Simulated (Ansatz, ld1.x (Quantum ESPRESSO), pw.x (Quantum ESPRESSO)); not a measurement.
**pw.x on fcc Zr: one setting changed**

Potential: ultrasoft, ld1.x (Quantum ESPRESSO) 7.5, LDA (PW92); core [Ar] 3d10, reference 4s2 4p6 4d2 5s2 5p0; waves: 4s (bound): rcut 1.80, rcutus 2.10 bohr; 5s (bound): rcut 1.80, rcutus 2.10 bohr; 4p (bound): rcut 2.30, rcutus 2.80 bohr; 5p (bound, empty): rcut 2.30, rcutus 2.80 bohr; 4d (bound): rcut 1.80, rcutus 2.40 bohr; 4d channel at 1.5 Ry: rcut 1.80, rcutus 2.40 bohr; local part: all-electron potential smoothed inside 2.05 bohr (lloc = -1); core correction: none; augmentation: PSQ, radius 1.90 bohr.

The reference run (k-mesh 13³, cutoffs 40/320 Ry, Fermi–Dirac 0.01 Ry, mixing_beta 0.4, conv_thr 1e-9, no spin) gives -0.60 GPa at 21.609 Å³/atom, where all-electron LAPW gives 0.14 GPa. This run, with its own iteration cap, changes degauss to 0.002.

```
&control
  calculation='scf', prefix='x', pseudo_dir='./', outdir='./tmp', tstress=.true., disk_io='none'
/
&system
  ibrav=0, nat=1, ntyp=1, ecutwfc=40, ecutrho=320, nbnd=14,
  occupations='smearing', smearing='fd', degauss=0.002
/
&electrons
  conv_thr=1e-09, mixing_beta=0.4, electron_maxstep=50
/
ATOMIC_SPECIES
Zr 1.0 Zr.UPF
CELL_PARAMETERS angstrom
  0.00000000 2.21072586 2.21072586
  2.21072586 0.00000000 2.21072586
  2.21072586 2.21072586 0.00000000
ATOMIC_POSITIONS crystal
Zr 0.0000 0.0000 0.0000
K_POINTS automatic
13 13 13 0 0 0
```

```bash
pw.x < Zr.scf.in > Zr.scf.out
```

Q: How does the run end?

A: It converges in 7 iterations; the free energy moves by +43.7 meV/atom and the pressure by -0.49 GPa. In a metal, with Fermi–Dirac smearing, F lies below its zero-width value by a term in the square of the width.

```
Message from routine setup:
     using ibrav=0 with symmetry is DISCOURAGED, use correct ibrav instead
     lattice parameter (alat)  =       5.9081  a.u.
     unit-cell volume          =     145.8248 (a.u.)^3
     number of electrons       =        12.00
     number of Kohn-Sham states=           14
     kinetic-energy cutoff     =      40.0000  Ry
     charge density cutoff     =     320.0000  Ry
     scf convergence threshold =      1.0E-09
     Exchange-correlation= PW
     number of k points=    84  Fermi-Dirac smearing, width (Ry)=  0.0020
     iteration #  1     ecut=    40.00 Ry     beta= 0.40
     total energy              =     -95.24741914 Ry
     estimated scf accuracy    <       0.02134549 Ry
     iteration #  2     ecut=    40.00 Ry     beta= 0.40
     total energy              =     -95.24802527 Ry
     estimated scf accuracy    <       0.00280094 Ry
     iteration #  3     ecut=    40.00 Ry     beta= 0.40
     total energy              =     -95.24890194 Ry
     estimated scf accuracy    <       0.00018333 Ry
     iteration #  4     ecut=    40.00 Ry     beta= 0.40
     total energy              =     -95.24893112 Ry
     estimated scf accuracy    <       0.00003309 Ry
     iteration #  5     ecut=    40.00 Ry     beta= 0.40
     total energy              =     -95.24893238 Ry
     estimated scf accuracy    <       0.00000028 Ry
     iteration #  6     ecut=    40.00 Ry     beta= 0.40
     total energy              =     -95.24893299 Ry
     estimated scf accuracy    <       0.00000033 Ry
     iteration #  7     ecut=    40.00 Ry     beta= 0.40
     the Fermi energy is    14.8119 ev
!    total energy              =     -95.24893306 Ry
     estimated scf accuracy    <          8.1E-10 Ry
     smearing contrib. (-TS)   =      -0.00032646 Ry
     The total energy is F=E-TS. E is the sum of the following terms:
     one-electron contribution =     -18.10200469 Ry
     hartree contribution      =      13.61088627 Ry
     xc contribution           =     -11.73967374 Ry
     ewald contribution        =     -79.01781444 Ry
     convergence has been achieved in   7 iterations
          total   stress  (Ry/bohr**3)                   (kbar)     P=      -10.91
     Message from routine punch:
     Nothing written, as per user request (disk_io='none')
```

The run took about 11 s on one core of a shared host (Neoverse-V1, 32 threads, 247 GiB, load 11).
